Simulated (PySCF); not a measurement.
## Sb in PySCF: convergence with k mesh

Input of the first run (k mesh 2 × 2 × 2); the others differ in this setting and in those tied to it:

Contents of run.py:

```python
import json
import numpy as np
from pyscf.pbc import gto, scf, dft, df

cell = gto.Cell()
cell.basis = 'DZVP-MOLOPT-SR-GTH-q5'
cell.pseudo = 'GTH-PBE-q5'
cell.fromfile('Sb.cif')
cell.ke_cutoff = 50  # hartree
cell.exp_to_discard = 0.02
cell.precision = 1e-08
cell.space_group_symmetry = True
cell.symmorphic = False
cell.max_memory = 2940  # MB
cell.verbose = 4
cell.build()

res = {}
kpts = cell.make_kpts([2, 2, 2], space_group_symmetry=True, time_reversal_symmetry=True)
cell.space_group_symmetry = False  # the mesh holds the operations; no search on the supercells of the integral code
mf = dft.KRKS(cell, kpts, xc='pbe')
mf = mf.multigrid_numint()
mf = mf.smearing(sigma=0.00183747, method='fermi')  # hartree
mf.conv_tol = 1e-07
mf.max_cycle = 60

mf.kernel()
res.update(converged=bool(mf.converged), e_tot=mf.e_tot, nelec=cell.nelectron, nao=cell.nao, mesh=list(map(int, cell.mesh)), a=cell.lattice_vectors().tolist(), coords=cell.atom_coords().tolist(),
           mo_energy=[np.real(x).tolist() for x in mf.mo_energy], mo_occ=[np.real(x).tolist() for x in mf.mo_occ])
res.update(e_free=mf.e_free, e_zero=mf.e_zero)
res.update(kpts=kpts.kpts_scaled_ibz.tolist(), weights=kpts.weights_ibz.tolist())
res['parts'] = {k: float(np.real(v)) for k, v in mf.scf_summary.items() if np.isscalar(v)}
json.dump(res, open('results.json', 'w'))
if not mf.converged:
    raise SystemExit('SCF not converged')

print('levels (eV)')
for i, kp in enumerate(res['kpts'][:40]):
    print('k %7.4f %7.4f %7.4f  ' % tuple(kp), ' '.join('%.3f' % (x * 27.211386) for x in res['mo_energy'][i][:8]))

mf = mf.to_khf()  # unfold to the whole mesh
kpts = mf.kpts
# Mulliken populations
dm, s = np.asarray(mf.make_rdm1()), np.asarray(mf.get_ovlp())
sites = cell.aoslice_by_atom()[:, 2:]
tot = np.einsum('kij,kji->i', dm, s).real / len(kpts)
res['mulliken'] = [cell.atom_charge(i) - tot[a0:a1].sum() for i, (a0, a1) in enumerate(sites)]
print('Mulliken charges', np.round(res['mulliken'], 5))
res['meta_lowdin'] = mf.mulliken_meta()[1].tolist()
res['done'] = True
json.dump(res, open('results.json', 'w'))
```

File Sb.cif:

```cif
data_Sb
_cell_length_a 3.16000000
_cell_length_b 3.16000000
_cell_length_c 3.16000000
_cell_angle_alpha 90.00000000
_cell_angle_beta 90.00000000
_cell_angle_gamma 90.00000000
_space_group_name_H-M_alt 'P1'
_space_group_name_Hall 'P 1'
_space_group_IT_number 1
loop_
_space_group_symop_operation_xyz
'x,y,z'
loop_
_atom_site_label
_atom_site_type_symbol
_atom_site_symmetry_multiplicity
_atom_site_Wyckoff_symbol
_atom_site_fract_x
_atom_site_fract_y
_atom_site_fract_z
_atom_site_occupancy
Sb1 Sb 1 a 0.0000000000 0.0000000000 0.0000000000 1
```

Potentials or basis: DZVP-MOLOPT-SR/GTH-PBE (potentials made for PBE).

Launch:

```sh
$ OMP_NUM_THREADS=2 python -u run.py > log
```

This isn't the form of Sb at room conditions, which is rhombohedral.

Hardware: 2 threads of Intel(R) Xeon(R) 6975P-C (Granite Rapids), with other jobs on the host.

```csv
k mesh,"energy less the tightest run, at zero smearing (meV/atom)",SCF cycles,CPU time (s),peak memory (GiB)
2 × 2 × 2,-1940.94,4,3.9,0.13
4 × 4 × 4,374.39,4,6.2,0.22
6 × 6 × 6,-46.46,4,52,1.1
8 × 8 × 8,0.00,4,530,5.3
```

Not settled before the last step: the energy (to 1 meV/atom). Meshes of other sizes hit other points, so gaps and Fermi surfaces needn't settle smoothly. The tightest run that finished is the yardstick and may itself not be fully converged.

Caveat, for the tightest run too: the basis of atomic orbitals isn't converged, which shifts pressures, moduli and gaps. The run has no spin-orbit coupling, so splittings on Sb are missing.
